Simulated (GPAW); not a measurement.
The system is B.

```
B
1.0
     2.34611    0.00000    0.00000
     0.00000    2.34611    0.00000
     0.00000    0.00000    1.58579
B
1
Direct
  0.50000 0.50000 0.50000
```

The cell was built by a generator and needn't be a form met in nature.

| Quantity | Value |
| --- | --- |
| Program | GPAW 26.7.0 |
| Task | relaxation of cell and atoms |
| Functional | revPBE |
| Dispersion | D3 |
| Potentials or basis | the program's PAW data sets (release 1.2.1) made for this functional |
| Cutoff | 800 eV |
| Basis | pw |
| k mesh | 11 × 11 × 16 |
| Occupations | fermi-dirac, width 0.05 eV |
| Spin | no spin polarisation |

At the start: pressure 5.4 GPa; volume 8.73 Å³/atom.

Problem. How do energy, volume and symmetry change on relaxing?

Solution. Over 7 steps the energy falls by 21.8 meV/atom and the volume is 9.49 Å³/atom (+8.7 %); space group P4/mmm (No. 123, to 0.05 Å).

Step by step:
| step | energy change (eV) | largest force (eV/Å) | pressure (GPa) | volume (Å³) |
| --- | --- | --- | --- | --- |
| 1 | 0.0000 | 0.0000 | 5.37 | 8.73 |
| 2 | -0.0040 | 0.0000 | 4.39 | 8.84 |
| 3 | 0.0276 | 0.0000 | -13.83 | 10.65 |
| 4 | -0.0192 | 0.0000 | 0.44 | 9.35 |
| 5 | -0.0216 | 0.0000 | -1.03 | 9.51 |
| 6 | -0.0218 | 0.0000 | -0.44 | 9.51 |
| 7 | -0.0218 | 0.0000 | 0.01 | 9.49 |

Final structure:
```xyz
1
Lattice="2.4426 0.0000 0.0000 0.0000 2.4426 0.0000 0.0000 0.0000 1.5904" Properties=species:S:1:pos:R:3 pbc="T T T"
B     1.2213    1.2213    0.7952
```

Caveat: later steps reuse the first step's grids; pairwise dispersion overbinds metals, which lowers pressure and volume.
